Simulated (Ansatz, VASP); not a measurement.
## One calculation of Be, two programs

INCAR

```
SYSTEM = Be
PREC = Accurate
ENCUT = 520
EDIFF = 1E-6
ISMEAR = 0
SIGMA = 0.05
LREAL = .FALSE.
LASPH = .TRUE.
NELM = 100
ALGO = Normal
ISIF = 2
LWAVE = .FALSE.
LCHARG = .TRUE.
GGA = CA
LELF = .TRUE.
LVHAR = .TRUE.
NBANDS = 9
```

Contents of KPOINTS:

```
Automatic mesh
0
G
  13 13 8
  0 0 0
```

POSCAR

```
Be
1.0
    2.2853000000      0.0000000000      0.0000000000
   -1.1426500000      1.9791278553      0.0000000000
    0.0000000000      0.0000000000      3.5842000000
Be
2
Direct
    0.6666666667      0.3333333333      0.7500000000
    0.3333333333      0.6666666667      0.2500000000
```

File input.yaml:

```yaml
crystal:
  lattice:
    - [2.2853, 0.0, 0.0]
    - [-1.14265, 1.9791278553, 0.0]
    - [0.0, 0.0, 3.5842]
  atoms:
    - { symbol: Be, position: [0.6666666667, 0.3333333333, 0.75] }
    - { symbol: Be, position: [0.3333333333, 0.6666666667, 0.25] }
kpoints:
  mp_grid: { grid: [13, 13, 8] }
scf:
  occupations: { method: gaussian, width: 0.05 }
hamiltonian:
  xc: lda
  pseudopotentials: { kind: all_electron, lapw: { basis_error: 0.001 } }
output:
  forces: true
  stress: true
  eigenvalues: true
```

Alike in both runs: task single point; functional LDA; k mesh 13 × 13 × 8; occupations gaussian, width 0.05 eV; no spin polarisation.

```csv
,VASP,Ansatz
version,VASP 6.6.1,Ansatz 0.2.0
potentials or method,"VASP PAW LDA potentials, release 64 (Be)","all-electron LAPW, scalar-relativistic"
plane-wave cutoff (eV),520,see its input
```

```csv
,VASP,Ansatz,Ansatz less VASP
gap on the k mesh at the Fermi level (eV),none,none,-
pressure (GPa),-7.9,-8.3,-0.44
largest component of the traceless stress (GPa),0.52,0.53,+0.012
```

A gap of «none» marks a metal or a gap that the smearing closes. Ansatz ran all-electron here, so the differences hold the error of VASP's frozen core and of both bases.
